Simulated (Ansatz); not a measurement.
**From the elastic tensor of Ag at 18 GPa (stress–strain coefficients) to moduli and sound speeds**

These are results of DFT PBE, scalar-relativistic, plane waves, PAW (Ansatz 0.2.0), not measurements. Cutoff 420 eV, 18×18×10 k-points (Γ-centred), Fermi-Dirac smearing of 0.15 eV. No spin polarisation.

The structure is hexagonal, space group P6_3/mmc (No. 194). Conventional cell: a = 2.803 Å, b = 2.803 Å, c = 4.595 Å, α = 90.00°, β = 90.00°, γ = 120.00°. Ag (site symmetry -6m2) has 12 Ag at 2.80 to 2.81 Å as nearest neighbours.

In a metal, frequencies and elastic constants depend on the k mesh and the smearing, soft modes and shear constants most. Other phases may be more stable at this pressure.

Relaxed-ion constants (GPa, on the Cartesian axes of the calculation):
```
256.1 169.8 128.6   0.0   0.0   0.0
169.8 256.1 128.6   0.0   0.0   0.0
128.7 128.7 294.4   0.0   0.0   0.0
  0.0   0.0   0.0  39.6   0.0   0.0
  0.0   0.0   0.0   0.0  39.6   0.0
  0.0   0.0   0.0   0.0   0.0  43.2
```

Density 11.462 g/cm³; 2 atoms in 31.25 Å³.

The values that follow are for a polycrystal of randomly turned grains, by Hill's mean where one number stands.

With S = C⁻¹: B_V = (C11+C22+C33+2(C12+C13+C23))/9, G_V = (C11+C22+C33−C12−C13−C23+3(C44+C55+C66))/15, 1/B_R = S11+S22+S33+2(S12+S13+S23), 15/G_R = 4(S11+S22+S33−S12−S13−S23)+3(S44+S55+S66); Hill is their mean. Then v_l = √((B+4G/3)/ρ), v_t = √(G/ρ), v_m = [(2/v_t³+1/v_l³)/3]^(−1/3) and Θ = (ħ/k_B)·v_m·(6π²n/V)^(1/3) for n atoms in the volume V; E = 9BG/(3B+G), ν = (3B−2G)/(2(3B+G)) and A^U = 5G_V/G_R + B_V/B_R − 6.

```json
{
  "Bulk modulus, Voigt / Reuss / Hill": "184.5 / 184.5 / 184.5 GPa",
  "Shear modulus, Voigt / Reuss / Hill": "49.8 / 45.9 / 47.9 GPa",
  "Young's modulus": "132 GPa",
  "Poisson ratio": "0.381",
  "Pugh ratio B/G": "3.86",
  "Universal anisotropy index": "0.42",
  "Longitudinal and transverse sound speeds": "4655 and 2043 m/s",
  "Debye temperature from the mean sound speed": "275 K"
}
```

This form isn't the element's structure at ambient conditions.

Cost: 1 run of about 5.6 core-minutes, on Intel Xeon 6975P-C (Granite Rapids) (shared hosts).

Compressed hcp silver resists volume change far more than shear, with a bulk modulus of 184.5 GPa against a shear modulus of 47.9 GPa. Overlap of the filled 4d shells and the compressed sp electron gas oppose compression, while the weakly directional metallic bonding offers little resistance to a change of shape. C13 exceeds C44 by more than the applied pressure would produce with central pair forces alone, which points to a substantial many-body, volume-dependent contribution.

The coinciding Voigt and Reuss bulk moduli reflect almost equal linear compressibilities along a and c, so the anisotropy lies in shear. C44 and C66 are similar and soft, whereas changing c/a at fixed volume is markedly stiffer. This probably carries over the shear anisotropy of fcc silver, whose close-packed layers are the same but stacked differently. The tensor is positive definite, so the lattice is stable against small homogeneous strains. The high B/G ratio is compatible with ductility but doesn't establish it, since plastic flow depends on dislocation motion and stacking-fault energies.
